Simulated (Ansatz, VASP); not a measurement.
# SnTe: VASP beside Ansatz

```
CELL_PARAMETERS angstrom
3.90470 0.00000 0.00000
0.00000 3.90470 0.00000
0.00000 0.00000 3.90470
ATOMIC_POSITIONS crystal
Te 0.50000 0.50000 0.50000
Sn 0.00000 0.00000 0.00000
```

Measurements of this composition are mostly on another form, of space group No. 225.

Alike in both runs: task single point; functional PBE; k mesh 7 × 7 × 7; occupations gaussian, width 0.05 eV; no spin polarisation.

```csv
,VASP,Ansatz
version,VASP 6.6.1,Ansatz 0.2.0
potentials or method,"VASP PAW PBE potentials, release 64 (Te, Sn_d), cutoff 520 eV","all-electron LAPW, scalar-relativistic"
```

Ansatz gave:

| Property | Result |
| --- | --- |
| gap on the k mesh at the Fermi level (eV) | none |
| pressure (GPa) | -1.1 |

Question: Estimate VASP's values.

Answer: gap on the k mesh at the Fermi level (eV): none; pressure (GPa): -1.2.

A gap of «none» marks a metal or a gap that the smearing closes. Ansatz ran all-electron here, so the differences hold the error of VASP's frozen core and of both bases.

Spin-orbit coupling is left out, which matters for the levels of Te.
